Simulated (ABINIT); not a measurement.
Crystal: Au.

```xyz
1
Lattice="0.0000 2.0350 2.0350 2.0350 0.0000 2.0350 2.0350 2.0350 0.0000" Properties=species:S:1:pos:R:3 pbc="T T T"
Au    0.0000    0.0000    0.0000
```

Base run:

```yaml
Program: ABINIT 10.8.3 (patched build)
Functional: PBE
Potentials_or_basis: JTH PAW PBE v2.0
Cutoff: 680 eV
k_mesh: 14 × 14 × 14
Occupations: fermi-dirac, width 0.05 eV
Spin: no spin polarisation
```

Its results: band gap on the k mesh none (metal or under the smearing width); pressure 11.0 GPa.

**Question.** After a change of settings the same cell gave: band gap on the k mesh none (metal or under the smearing width); pressure 2.3 GPa. Which change was it?
A. functional from PBE to SOGGA; k mesh from 14 × 14 × 14 to 11 × 11 × 11
B. potentials or basis from JTH PAW PBE v2.0 to PseudoDojo NC SR PBE v0.5 standard; cutoff from 680 eV to 1034 eV; k mesh from 14 × 14 × 14 to 11 × 11 × 11; valence electrons from 11 to 19
C. functional from PBE to PBEsol
D. functional from PBE to PBEsol; k mesh from 14 × 14 × 14 to 4 × 4 × 4

**Answer.** C.

PBEsol binds more tightly than PBE, so the same cell stands under less pressure.

Caveats: the PAW data sets were made with another functional, which shifts forces and pressure a little (some runs).
